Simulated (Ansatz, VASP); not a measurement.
## Ni in VASP and in Ansatz

```
CELL_PARAMETERS angstrom
0.00000 2.40050 2.40050
2.40050 0.00000 2.40050
2.40050 2.40050 0.00000
ATOMIC_POSITIONS crystal
Ni 0.12500 0.12500 0.12500
Ni 0.87500 0.87500 0.87500
```

Alike in both runs: task single point; functional LDA; k mesh 12 × 12 × 12; occupations fermi-dirac, width 0.1 eV; no spin polarisation.

```csv
,VASP,Ansatz
version,VASP 6.6.1,Ansatz 0.2.0
potentials or method,"VASP PAW LDA potentials, release 64 (Ni)","plane waves (420 eV) with PAW, scalar-relativistic"
plane-wave cutoff (eV),520,420
valence electrons in the cell,20,36
```

VASP gave:

| Item | Value |
| --- | --- |
| pressure (GPa) | 11.6 |

**Question.** Which values does Ansatz return?

**Answer.** Pressure (GPa): 12.3.

The two sets of potentials don't hold the same shells in valence. Ansatz warned: «pseudo_functional_mismatch».

Caveats: the run has no spin polarisation, though such a crystal can be magnetic. Spin polarisation is off, so any magnetic state and its effect on volume and gap are missing.
